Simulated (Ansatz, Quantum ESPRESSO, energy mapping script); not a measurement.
## MnS (Browneite): exchange couplings from total energies

Aim: the exchange couplings of MnS (Browneite) from the energies of a few collinear orders, and the ordering temperature that they give.

Main program and level: Quantum ESPRESSO 7.5; PBE with U = 4.8 eV on Mn d, ortho-atomic projectors, plain mixing with step 0.7; plane waves, U on orthogonalised atomic orbitals unless named otherwise, collinear spin, no spin–orbit coupling.

## Step 1: Starting point

It takes space group F-43m (No. 216, cubic). The conventional cell has a = 5.600 Å, b = 5.600 Å, c = 5.600 Å, α = 90.00°, β = 90.00°, γ = 90.00°. Nearest to Mn lie 4 S at 2.42 Å. Nearest to S lie 4 Mn at 2.42 Å. Farther neighbours and most contacts between anions are not listed.

Structure file:

```cif
data_structure
_symmetry_space_group_name_H-M 'P 1'
_symmetry_Int_Tables_number 1
_cell_length_a 3.9598
_cell_length_b 3.9598
_cell_length_c 3.9598
_cell_angle_alpha 60.000
_cell_angle_beta 60.000
_cell_angle_gamma 60.000
_cell_volume 43.90
loop_
_atom_site_label
_atom_site_type_symbol
_atom_site_fract_x
_atom_site_fract_y
_atom_site_fract_z
_atom_site_occupancy
Mn1 Mn 0.00000 0.00000 0.00000 1
S2 S 0.25000 0.25000 0.25000 1
```

The U corrects the self-interaction that lets semilocal functionals spread d and f electrons too far. Its value here is typed, not computed. These runs use Quantum ESPRESSO. Settings are also changed on purpose: plain mixing with step 0.7.

## Step 2: Parallel start in cell A (4 atoms)

Each cell gets its own parallel run on the same mesh, so that most of the mesh error cancels in the differences.

The potential files are GBRV's for PBE; pw.x takes the functional from them.

Contents of pw.in:

```
&control
  calculation = 'scf'
  prefix = 'pw'
  outdir = './tmp/'
  pseudo_dir = './pseudo/'
  verbosity = 'low'
/
&system
  ibrav = 0
  nat = 4
  ntyp = 2
  ecutwfc = 45
  ecutrho = 360
  nbnd = 38
  occupations = 'smearing'
  smearing = 'fd'
  degauss = 0.00367493
  nspin = 2
  starting_magnetization(1) = 0.3000
/
&electrons
  conv_thr = 1.0e-08
  electron_maxstep = 120
  mixing_beta = 0.7
  mixing_mode = 'plain'
/
ATOMIC_SPECIES
  Mn 54.9380 Mn.upf
  S 32.0600 S.upf
CELL_PARAMETERS angstrom
  0.00000000 -2.80000000 -2.80000000
  0.00000000 2.80000000 -2.80000000
  5.60000000 0.00000000 0.00000000
ATOMIC_POSITIONS crystal
  Mn 0.50000000 0.50000000 0.50000000
  Mn 0.00000000 0.00000000 0.00000000
  S 0.00000000 0.50000000 0.75000000
  S 0.50000000 0.00000000 0.25000000
K_POINTS automatic
  5 5 4 0 0 0
HUBBARD {ortho-atomic}
U Mn-3d 4.8
```

Started as:

```
> OMP_NUM_THREADS=1 mpirun -n 4 pw.x -nk 4 -in pw.in > pw.out
```

What it wrote:

```text
Program PWSCF v.7.5 starts
[...]
unit-cell volume          =     592.5578 (a.u.)^3
     number of atoms/cell      =            4
[...]
number of electrons       =        42.00
     number of Kohn-Sham states=           38
     kinetic-energy cutoff     =      45.0000  Ry
     charge density cutoff     =     360.0000  Ry
     scf convergence threshold =      1.0E-08
[...]
Exchange-correlation=  SLA  PW   PBX  PBC
[...]
Hubbard projectors: ortho-atomic
     Hubbard parameters of DFT+U (Dudarev formulation) in eV:
[...]
atomic species   magnetization
[...]
8 Sym. Ops. (no inversion) found
[...]
number of k points=    18  Fermi-Dirac smearing, width (Ry)=  0.0037
[...]
Number of occupied Hubbard levels =   10.0000
     Atomic wfc used for Hubbard projectors are orthogonalized
[...]
iteration #  1     ecut=    45.00 Ry     beta= 0.70
[...]
Number of occupied Hubbard levels =    9.9573
[...]
total energy              =    -470.12298803 Ry
     estimated scf accuracy    <       1.00317105 Ry
     total magnetization       =    10.00 Bohr mag/cell
     absolute magnetization    =    10.00 Bohr mag/cell
     iteration #  2     ecut=    45.00 Ry     beta= 0.70
[...]
total energy              =    -470.10607867 Ry
     estimated scf accuracy    <       2.22549093 Ry
     total magnetization       =     9.24 Bohr mag/cell
     absolute magnetization    =     9.24 Bohr mag/cell
     iteration #  3     ecut=    45.00 Ry     beta= 0.70
[...]
total energy              =    -470.63569412 Ry
     estimated scf accuracy    <       0.02834169 Ry
     total magnetization       =    10.00 Bohr mag/cell
     absolute magnetization    =    10.00 Bohr mag/cell
     iteration #  4     ecut=    45.00 Ry     beta= 0.70
[...]
total energy              =    -470.63784419 Ry
     estimated scf accuracy    <       0.00528565 Ry
     total magnetization       =    10.00 Bohr mag/cell
     absolute magnetization    =    10.00 Bohr mag/cell
     iteration #  5     ecut=    45.00 Ry     beta= 0.70
[...]
total energy              =    -470.63887381 Ry
     estimated scf accuracy    <       0.00042805 Ry
     total magnetization       =    10.00 Bohr mag/cell
     absolute magnetization    =    10.00 Bohr mag/cell
     iteration #  6     ecut=    45.00 Ry     beta= 0.70
[...]
total energy              =    -470.63895596 Ry
     estimated scf accuracy    <       0.00010195 Ry
     total magnetization       =    10.00 Bohr mag/cell
     absolute magnetization    =    10.00 Bohr mag/cell
     iteration #  7     ecut=    45.00 Ry     beta= 0.70
[...]
total energy              =    -470.63897342 Ry
     estimated scf accuracy    <       0.00002287 Ry
     total magnetization       =    10.00 Bohr mag/cell
     absolute magnetization    =    10.00 Bohr mag/cell
     iteration #  8     ecut=    45.00 Ry     beta= 0.70
[...]
total energy              =    -470.63897528 Ry
     estimated scf accuracy    <       0.00000369 Ry
     total magnetization       =    10.00 Bohr mag/cell
     absolute magnetization    =    10.00 Bohr mag/cell
     iteration #  9     ecut=    45.00 Ry     beta= 0.70
[...]
total energy              =    -470.63897592 Ry
     estimated scf accuracy    <       0.00000011 Ry
     total magnetization       =    10.00 Bohr mag/cell
     absolute magnetization    =    10.00 Bohr mag/cell
     iteration # 10     ecut=    45.00 Ry     beta= 0.70
[...]
Magnetic moment per site  (integrated on atomic sphere of radius R)
     atom   1 (R=0.253)  charge= 12.8995  magn=  4.3864
     atom   2 (R=0.253)  charge= 12.9001  magn=  4.3867
     atom   3 (R=0.253)  charge=  4.2576  magn=  0.0358
     atom   4 (R=0.253)  charge=  4.2576  magn=  0.0358
     End of self-consistent calculation
     =================== HUBBARD OCCUPATIONS ===================
     ------------------------ ATOM    1 ------------------------
     Tr[ns(  1)] (up, down, total) =   4.96102  0.23952  5.20054
     Atomic magnetic moment for atom   1 =   4.72150
     SPIN  1
     eigenvalues:
       0.989  0.990  0.990  0.996  0.996
     eigenvectors (columns):
      -0.000 -0.000  0.000  0.500 -0.866
       0.000 -0.242  0.970 -0.000  0.000
       1.000  0.000 -0.000 -0.000 -0.000
      -0.000  0.000 -0.000 -0.866 -0.500
      -0.000  0.970  0.242  0.000 -0.000
     occupation matrix ns (before diag.):
       0.996 -0.000  0.000  0.000  0.000
      -0.000  0.990 -0.000  0.000  0.000
       0.000 -0.000  0.989  0.000  0.000
       0.000  0.000  0.000  0.996 -0.000
[...]
SPIN  2
     eigenvalues:
[...]
eigenvectors (columns):
[...]
occupation matrix ns (before diag.):
[...]
------------------------ ATOM    2 ------------------------
     Tr[ns(  2)] (up, down, total) =   4.96102  0.23952  5.20054
     Atomic magnetic moment for atom   2 =   4.72150
     SPIN  1
     eigenvalues:
[...]
eigenvectors (columns):
[...]
occupation matrix ns (before diag.):
[...]
SPIN  2
     eigenvalues:
[...]
eigenvectors (columns):
[...]
occupation matrix ns (before diag.):
       0.020 -0.000  0.000  0.000  0.000
      -0.000  0.066 -0.000  0.000  0.000
       0.000 -0.000  0.066  0.000  0.000
       0.000  0.000  0.000  0.020 -0.000
       0.000  0.000  0.000 -0.000  0.066
     Number of occupied Hubbard levels =   10.4011
 ------ SPIN UP ------------
          k = 0.0000 0.0000 0.0000 (  2983 PWs)   bands (ev):
   -75.0543 -75.0541 -43.7832 -43.7811 -43.7811 -43.7799 -43.7798 -43.7798
    -6.2443  -5.4786   0.5380   0.6541   0.6541   0.6545   1.3629   1.3629
     1.5511   1.5513   1.7425   1.8744   3.1959   4.6117   4.6117   7.1037
     7.1037   7.1040   8.4525  10.0384  11.7107  13.2571  13.2571  13.2579
    16.6544  18.0367  18.0372  18.1711  18.1711  19.4607
          k = 0.1768 0.0000 0.0000 (  3015 PWs)   bands (ev):
   -75.0543 -75.0541 -43.7827 -43.7810 -43.7810 -43.7805 -43.7800 -43.7800
    -6.1360  -5.5931   0.5599   0.6203   0.7295   0.7295   1.2176   1.2176
     1.5055   1.5711   1.5787   1.7141   3.8857   4.9636   4.9636   6.2223
     6.6882   6.6882   9.5198  10.2580  11.8411  12.6976  13.7765  13.7765
    15.7534  16.3705  16.7784  16.7784  18.1361  18.7600
          k =-0.3536 0.0000-0.0000 (  2982 PWs)   bands (ev):
   -75.0542 -75.0541 -43.7816 -43.7815 -43.7805 -43.7805 -43.7804 -43.7804
    -5.8680  -5.8680   0.5762   0.5762   0.9416   0.9416   0.9416   0.9416
[...]
15.0645  15.0645  15.0645  15.0645  18.4121  18.4121
          k = 0.0000 0.1414-0.1414 (  2996 PWs)   bands (ev):
[...]
15.8004  16.3579  16.8066  17.1114  17.5201  19.1234
          k = 0.1768 0.1414-0.1414 (  3014 PWs)   bands (ev):
[...]
14.5808  15.6037  16.9484  17.3351  17.5301  18.5382
          k =-0.3536 0.1414-0.1414 (  3008 PWs)   bands (ev):
[...]
14.5279  14.5279  16.6918  16.6919  18.5517  18.5517
          k = 0.0000 0.2828-0.2828 (  3028 PWs)   bands (ev):
[...]
14.4458  14.9114  16.4101  17.5458  17.7673  18.9235
          k = 0.1768 0.2828-0.2828 (  3010 PWs)   bands (ev):
[...]
14.3476  14.8287  17.4018  18.1329  18.3067  18.5689
          k =-0.3536 0.2828-0.2828 (  3004 PWs)   bands (ev):
[...]
14.3806  14.3806  18.1773  18.1774  18.8357  18.8361
          k = 0.0000 0.0000-0.2828 (  3009 PWs)   bands (ev):
[...]
14.5533  14.9771  15.3658  18.2847  18.5549  20.1774
          k = 0.1768 0.0000-0.2828 (  3025 PWs)   bands (ev):
[...]
k =-0.3536 0.0000-0.2828 (  3034 PWs)   bands (ev):
[...]
k = 0.0000 0.1414-0.4243 (  3027 PWs)   bands (ev):
[...]
k = 0.1768 0.1414-0.4243 (  3028 PWs)   bands (ev):
[...]
k =-0.3536 0.1414-0.4243 (  3016 PWs)   bands (ev):
[...]
k = 0.0000 0.0000-0.5657 (  3048 PWs)   bands (ev):
[...]
k = 0.1768 0.0000-0.5657 (  3029 PWs)   bands (ev):
[...]
k =-0.3536 0.0000-0.5657 (  3028 PWs)   bands (ev):
[...]
------ SPIN DOWN ----------
          k = 0.0000 0.0000 0.0000 (  2983 PWs)   bands (ev):
[...]
k = 0.1768 0.0000 0.0000 (  3015 PWs)   bands (ev):
[...]
k =-0.3536 0.0000-0.0000 (  2982 PWs)   bands (ev):
[...]
k =-0.3536 0.1414-0.1414 (  3008 PWs)   bands (ev):
[...]
k =-0.3536 0.2828-0.2828 (  3004 PWs)   bands (ev):
[...]
k = 0.1768 0.0000-0.2828 (  3025 PWs)   bands (ev):
[...]
k =-0.3536 0.0000-0.2828 (  3034 PWs)   bands (ev):
[...]
k = 0.0000 0.1414-0.4243 (  3027 PWs)   bands (ev):
[...]
k = 0.1768 0.1414-0.4243 (  3028 PWs)   bands (ev):
[...]
15.9173  16.3323  18.0617  18.4040  19.6977  19.7187
          k =-0.3536 0.1414-0.4243 (  3016 PWs)   bands (ev):
[...]
15.8122  15.8123  18.7014  18.7014  19.6025  19.6026
          k = 0.0000 0.0000-0.5657 (  3048 PWs)   bands (ev):
[...]
17.3453  18.1270  18.1272  19.0774  19.5139  20.3314
          k = 0.1768 0.0000-0.5657 (  3029 PWs)   bands (ev):
[...]
11.1265  11.1597  13.0159  13.1311  14.0232  14.2518  15.5731  16.4341
    16.8930  17.3546  18.1918  18.3327  19.7424  20.3240
          k =-0.3536 0.0000-0.5657 (  3028 PWs)   bands (ev):
   -69.8987 -69.8986 -38.7403 -38.7403 -38.7393 -38.7392 -38.7381 -38.7381
    -5.1439  -5.1439   3.0887   3.0888   3.4381   3.4381   4.3328   4.3328
     9.1380   9.1380  10.0034  10.0034  10.5854  10.5854  10.9758  10.9758
    11.3531  11.3532  13.8391  13.8392  14.1785  14.1785  14.9567  14.9567
    16.4407  16.4407  18.6319  18.6320  19.6130  19.6131
     the Fermi energy is     7.8061 ev
!    total energy              =    -470.63897600 Ry
     estimated scf accuracy    <          3.5E-09 Ry
     smearing contrib. (-TS)   =      -0.00000000 Ry
     internal energy E=F+TS    =    -470.63897600 Ry
     The total energy is F=E-TS. E is the sum of the following terms:
     one-electron contribution =    -315.41680849 Ry
     hartree contribution      =     168.58256370 Ry
     xc contribution           =     -70.46030791 Ry
     ewald contribution        =    -253.43760863 Ry
     Hubbard energy            =       0.09318533 Ry
     total magnetization       =    10.00 Bohr mag/cell
     absolute magnetization    =    10.00 Bohr mag/cell
     convergence has been achieved in  10 iterations
=------------------------------------------------------------------------------=
   JOB DONE.
=------------------------------------------------------------------------------=
```

It took 21 s on 4 MPI ranks of Intel Xeon Platinum 8559C (Emerald Rapids), shared host; peak memory 0.49 GiB; 83 s of CPU time.

Spin moment in the sphere by atom:

| atom | spin moment in the sphere (μB) |
| --- | --- |
| Mn1 | 4.39 |
| Mn2 | 4.39 |
| S3 | 0.04 |
| S4 | 0.04 |

The run ends ferromagnetic.

## Step 3: Run 2 (compensated +−; cell A, 4 atoms)

This order reverses 8 of the 12 neighbours at 3.96 Å, 0 of the 6 neighbours at 5.60 Å and 16 of the 24 neighbours at 6.86 Å, counted for an average magnetic atom.

Changes to pw.in since step 2:

```diff
@@ -10,6 +10,6 @@
   nat = 4
-  ntyp = 2
+  ntyp = 3
   ecutwfc = 45
   ecutrho = 360
-  nbnd = 38
+  nbnd = 33
   occupations = 'smearing'
@@ -19,2 +19,3 @@
   starting_magnetization(1) = 0.3000
+  starting_magnetization(2) = -0.3000
 /
@@ -27,3 +28,4 @@
 ATOMIC_SPECIES
-  Mn 54.9380 Mn.upf
+  Mn1 54.9380 Mn.upf
+  Mn2 54.9380 Mn.upf
   S 32.0600 S.upf
@@ -34,4 +36,4 @@
 ATOMIC_POSITIONS crystal
-  Mn 0.50000000 0.50000000 0.50000000
-  Mn 0.00000000 0.00000000 0.00000000
+  Mn1 0.50000000 0.50000000 0.50000000
+  Mn2 0.00000000 0.00000000 0.00000000
   S 0.00000000 0.50000000 0.75000000
@@ -41,2 +43,3 @@
 HUBBARD {ortho-atomic}
-U Mn-3d 4.8
+U Mn1-3d 4.8
+U Mn2-3d 4.8
```

What it wrote:

```text
[banner, memory and clock lines left out]
Program PWSCF v.7.5 starts
[...]
unit-cell volume          =     592.5578 (a.u.)^3
     number of atoms/cell      =            4
[...]
number of electrons       =        42.00
     number of Kohn-Sham states=           33
     kinetic-energy cutoff     =      45.0000  Ry
     charge density cutoff     =     360.0000  Ry
     scf convergence threshold =      1.0E-08
[...]
Exchange-correlation=  SLA  PW   PBX  PBC
[...]
Hubbard projectors: ortho-atomic
     Hubbard parameters of DFT+U (Dudarev formulation) in eV:
[...]
atomic species   magnetization
[...]
8 Sym. Ops. (no inversion) found
[...]
number of k points=    18  Fermi-Dirac smearing, width (Ry)=  0.0037
[...]
Number of occupied Hubbard levels =   10.0000
     Atomic wfc used for Hubbard projectors are orthogonalized
[...]
iteration #  1     ecut=    45.00 Ry     beta= 0.70
[...]
Number of occupied Hubbard levels =    9.9609
[...]
total energy              =    -470.10295848 Ry
     estimated scf accuracy    <       1.04305377 Ry
     total magnetization       =     0.00 Bohr mag/cell
     absolute magnetization    =     9.57 Bohr mag/cell
     iteration #  2     ecut=    45.00 Ry     beta= 0.70
[...]
total energy              =    -469.98449588 Ry
     estimated scf accuracy    <       2.90807574 Ry
     total magnetization       =    -0.00 Bohr mag/cell
     absolute magnetization    =     8.32 Bohr mag/cell
     iteration #  3     ecut=    45.00 Ry     beta= 0.70
[...]
total energy              =    -470.64893035 Ry
     estimated scf accuracy    <       0.03363996 Ry
     total magnetization       =    -0.00 Bohr mag/cell
     absolute magnetization    =     9.69 Bohr mag/cell
[...]
total energy              =    -470.65157826 Ry
[...]
iteration # 10     ecut=    45.00 Ry     beta= 0.70
[...]
total energy              =    -470.65157873 Ry
     estimated scf accuracy    <       0.00000002 Ry
     total magnetization       =     0.00 Bohr mag/cell
     absolute magnetization    =     9.74 Bohr mag/cell
     iteration # 11     ecut=    45.00 Ry     beta= 0.70
[...]
Magnetic moment per site  (integrated on atomic sphere of radius R)
     atom   1 (R=0.253)  charge= 12.9039  magn=  4.3267
     atom   2 (R=0.253)  charge= 12.9045  magn= -4.3270
[...]
eigenvectors (columns):
[...]
occupation matrix ns (before diag.):
[...]
------------------------ ATOM    2 ------------------------
     Tr[ns(  2)] (up, down, total) =   0.27778  4.95318  5.23096
     Atomic magnetic moment for atom   2 =  -4.67541
     SPIN  1
     eigenvalues:
[...]
eigenvectors (columns):
[...]
occupation matrix ns (before diag.):
[...]
SPIN  2
     eigenvalues:
[...]
eigenvectors (columns):
[...]
occupation matrix ns (before diag.):
[...]
-0.000  0.000  0.000  0.996 -0.000
       0.000  0.000  0.000 -0.000  0.988
     Number of occupied Hubbard levels =   10.4619
 ------ SPIN UP ------------
          k = 0.0000 0.0000 0.0000 (  2983 PWs)   bands (ev):
   -75.0058 -69.9056 -43.7374 -43.7301 -43.7301 -38.7461 -38.7461 -38.7427
    -6.1657  -5.3215   0.9655   1.0276   1.0276   1.2440   1.6952   2.9946
     4.2183   4.2183   5.7083   6.0286   6.0286   8.8527   9.5838  10.0452
[...]
16.9425
          k = 0.1768 0.0000 0.0000 (  3015 PWs)   bands (ev):
[...]
16.1499
          k =-0.3536 0.0000-0.0000 (  2982 PWs)   bands (ev):
[...]
15.7333
          k = 0.0000 0.1414-0.1414 (  2996 PWs)   bands (ev):
[...]
k = 0.1768 0.1414-0.1414 (  3014 PWs)   bands (ev):
[...]
k =-0.3536 0.1414-0.1414 (  3008 PWs)   bands (ev):
[...]
k = 0.0000 0.2828-0.2828 (  3028 PWs)   bands (ev):
[...]
k =-0.3536 0.2828-0.2828 (  3004 PWs)   bands (ev):
[...]
------ SPIN DOWN ----------
          k = 0.0000 0.0000 0.0000 (  2983 PWs)   bands (ev):
[...]
k = 0.1768 0.0000 0.0000 (  3015 PWs)   bands (ev):
[...]
k =-0.3536 0.1414-0.4243 (  3016 PWs)   bands (ev):
[...]
k = 0.0000 0.0000-0.5657 (  3048 PWs)   bands (ev):
[...]
k = 0.1768 0.0000-0.5657 (  3029 PWs)   bands (ev):
[...]
16.4693
          k =-0.3536 0.0000-0.5657 (  3028 PWs)   bands (ev):
[...]
2.9931   3.6788   3.9949   4.5903   4.7444   9.7054   9.7956  10.4338
    10.5937  10.8724  12.9445  12.9679  13.1139  14.0466  14.1687  14.7844
    15.9190
     the Fermi energy is     7.2763 ev
!    total energy              =    -470.65157874 Ry
     estimated scf accuracy    <          3.4E-09 Ry
     smearing contrib. (-TS)   =      -0.00000000 Ry
     internal energy E=F+TS    =    -470.65157874 Ry
     The total energy is F=E-TS. E is the sum of the following terms:
     one-electron contribution =    -315.49195716 Ry
     hartree contribution      =     168.60156682 Ry
     xc contribution           =     -70.43135722 Ry
     ewald contribution        =    -253.43760863 Ry
     Hubbard energy            =       0.10777744 Ry
     total magnetization       =     0.00 Bohr mag/cell
     absolute magnetization    =     9.74 Bohr mag/cell
     convergence has been achieved in  11 iterations
```

It took 23 s on 4 MPI ranks; peak memory 0.57 GiB.

Spin moment in the sphere by atom:

| atom | spin moment in the sphere (μB) |
| --- | --- |
| Mn1 | 4.33 |
| Mn2 | -4.33 |
| S3 | 0.00 |
| S4 | 0.00 |

The run ends antiferromagnetic, 85.73 meV a magnetic atom below the parallel order of its cell.

## Step 4: Parallel start in cell B (4 atoms)

A new cell needs its own zero of energy.

This run holds the same structure in another cell (c 5.600 → 6.859 Å, α 90.0 → 73.2°, β 90.0 → 73.2°, γ 90.0 → 60.0°).

Contents of pw.in:

```
&control
  calculation = 'scf'
  prefix = 'pw'
  outdir = './tmp/'
  pseudo_dir = './pseudo/'
  verbosity = 'low'
/
&system
  ibrav = 0
  nat = 4
  ntyp = 2
  ecutwfc = 45
  ecutrho = 360
  nbnd = 38
  occupations = 'smearing'
  smearing = 'fd'
  degauss = 0.00367493
  nspin = 2
  starting_magnetization(1) = 0.3000
/
&electrons
  conv_thr = 1.0e-08
  electron_maxstep = 120
  mixing_beta = 0.7
  mixing_mode = 'plain'
/
ATOMIC_SPECIES
  Mn 54.9380 Mn.upf
  S 32.0600 S.upf
CELL_PARAMETERS angstrom
  0.00000000 -2.80000000 -2.80000000
  -2.80000000 0.00000000 -2.80000000
  2.80000000 2.80000000 -5.60000000
ATOMIC_POSITIONS crystal
  Mn 0.50000000 0.50000000 0.50000000
  Mn 0.00000000 0.00000000 0.00000000
  S 0.12500000 0.12500000 0.62500000
  S 0.62500000 0.62500000 0.12500000
K_POINTS automatic
  6 6 6 0 0 0
HUBBARD {ortho-atomic}
U Mn-3d 4.8
```

What it wrote:

```text
[banner, memory and clock lines left out]
Program PWSCF v.7.5 starts
[...]
unit-cell volume          =     592.5578 (a.u.)^3
     number of atoms/cell      =            4
[...]
number of electrons       =        42.00
     number of Kohn-Sham states=           38
     kinetic-energy cutoff     =      45.0000  Ry
     charge density cutoff     =     360.0000  Ry
[...]
The total energy is F=E-TS. E is the sum of the following terms:
     one-electron contribution =    -315.41472849 Ry
     hartree contribution      =     168.57984767 Ry
     xc contribution           =     -70.45981104 Ry
     ewald contribution        =    -253.43760863 Ry
     Hubbard energy            =       0.09317843 Ry
     total magnetization       =    10.00 Bohr mag/cell
     absolute magnetization    =    10.00 Bohr mag/cell
     convergence has been achieved in  10 iterations
[key lines of the parts left out:]
!    total energy              =    -470.63912206 Ry
the Fermi energy is     7.8089 ev
```

Run time: 34 s. Hardware: 4 MPI ranks; peak memory 0.66 GiB.

The run ends ferromagnetic. For each magnetic atom its energy differs from the parallel run of the first cell by -0.99 meV, an error that one common reference would have brought in.

(Part 1 of 2 ends here.)

[Logs and program files are shortened in this print: banners, set-up blocks, solver, clock and traceback lines can be left out without a mark of their own.]

[Logs are printed without paths, hosts, clocks, repeated set-up lines and the standing remarks that a program may print on its own settings, such as how far it seeks lower states.]

[Hosts, paths, dates, database ids (printed as entryN), source tags and the programs' standing remarks are cut or masked in the printed files.]

[Where a cell is said to come from a database of computed structures, the database is the Materials Project.]
